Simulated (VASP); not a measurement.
Here is a VASP 6.6.1 calculation.

The input run.py:

```python
from ase.calculators.vasp import Vasp
from ase.filters import FrechetCellFilter
from ase.io import read
from ase.optimize import BFGS

atoms = read('POSCAR')
calc = Vasp(
    directory='calc',
    xc='lda',
    pp='LDA',
    setups='gw',
    prec='Accurate',
    encut=630,
    ediff=1e-07,
    ismear=0,
    sigma=0.05,
    lreal=False,
    lasph=True,
    nelm=60,
    algo='Normal',
    isif=2,
    lwave=False,
    lcharg=False,
    lorbit=11,
    lsorbit=True,
    gga_compat=False,
    lmaxmix=4,
    ldautype=2,
    ldauprint=1,
    ldau_luj={'Hf': {'L': 2, 'U': 3, 'J': 0}},
    kpts=[7, 7, 4],
    gamma=True,
)
atoms.calc = calc
opt = BFGS(FrechetCellFilter(atoms), trajectory='relax.traj')
converged = opt.run(fmax=0.005, steps=40)
print('converged:', converged)

print('energy (eV):', atoms.get_potential_energy())
print('free energy (eV):', atoms.get_potential_energy(force_consistent=True))
print('forces (eV/A):')
print(atoms.get_forces())
print('stress (eV/A^3, Voigt):', atoms.get_stress())
print('Fermi level (eV):', calc.get_fermi_level())
print('cell (A, degrees):', atoms.cell.cellpar())
print('volume (A^3):', atoms.get_volume())
print('scaled positions:')
print(atoms.get_scaled_positions())
```

File POSCAR:

```
HfH
1.0
    3.2063100000      0.0000000000      0.0000000000
   -1.6031600000      2.7767500000      0.0000000000
    0.0000000000      0.0000000000      5.3282100000
Hf H
2 2
Direct
    0.3333300000      0.6666700000      0.7500000000
    0.6666700000      0.3333300000      0.2500000000
    0.0000000000      0.0000000000      0.0000000000
    0.0000000000      0.0000000000      0.5000000000
```

Potentials or basis: VASP PAW LDA potentials, release 64 (Hf_sv_GW, H_GW).

Launch:

```bash
$ python run.py
```

**Question.** What does it give for the space group after relaxing (to 0.05 Å)?

**Answer.** P6_3/mmc (No. 194).

**Question.** Estimate the relaxed volume.

**Answer.** 11.75 Å³/atom.

The path:
```tsv
step	energy change (eV)	largest force (eV/Å)	pressure (GPa)	volume (Å³)
1	0.0000	0.0001	-1.32	47.44
2	-0.0004	0.0001	-1.17	47.39
3	-0.0021	0.0001	0.17	46.94
4	-0.0021	0.0001	0.16	46.95
5	-0.0023	0.0002	0.02	46.99
```

Caveat: the U is typed as a test and isn't derived for this compound.
